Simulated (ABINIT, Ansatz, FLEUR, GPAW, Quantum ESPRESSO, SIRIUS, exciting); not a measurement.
One calculation of Sb, 7 ways

```
Sb
1.0
     3.18307   -0.00916   -0.07927
    -0.00916    3.13721   -0.05653
    -0.07927   -0.05653    3.16292
Sb
1
Cartesian
  0.0128 0.0108 -0.0692
```

This isn't the form of Sb at room conditions, which is rhombohedral.

The given cell was strained at random by a few per cent at fixed volume.

Alike in all runs: task single point; functional PBEsol; k mesh 8 × 8 × 8; occupations fermi-dirac, width 0.05 eV; no spin polarisation; no spin-orbit coupling. Pressure is positive in compression and, in plane waves, holds the error of the finite cutoff.

| program and potentials | plane-wave cutoff (eV) | notes | band gap (eV) | pressure (GPa) | energy over the undisturbed cell (meV/atom) |
| --- | --- | --- | --- | --- | --- |
| exciting, all-electron LAPW+lo, shipped species files, valence relativity iora* | - | - | no gap | - | 1.51 |
| GPAW, PAW data sets generated for this functional | 600 | - | no gap | -4.98 | 1.40 |
| FLEUR, all-electron, FLAPW | - | - | no gap | - | 1.29 |
| ABINIT, PseudoDojo NC SR PBEsol v0.4.1 standard | 1088 | - | no gap | -4.81 | 1.31 |
| Quantum ESPRESSO, GBRV 1.5 PBEsol | 612 | - | no gap | -4.92 | 1.29 |
| Ansatz, all-electron LAPW, scalar-relativistic | - | - | no gap | -4.73 | - |
| SIRIUS, PseudoDojo 0.4.1 PBEsol standard (scalar relativistic) | 1102 | - | ? | ? | ? |

Task: Estimate from the other rows what the run with SIRIUS, PseudoDojo 0.4.1 PBEsol standard (scalar relativistic) gave.

Result: No band gap; pressure -4.78 GPa; energy over the undisturbed cell 1.32 meV/atom. The other rows, which needn't bracket it: pressure -4.98 to -4.73; energy over the undisturbed cell 1.29 to 1.51.
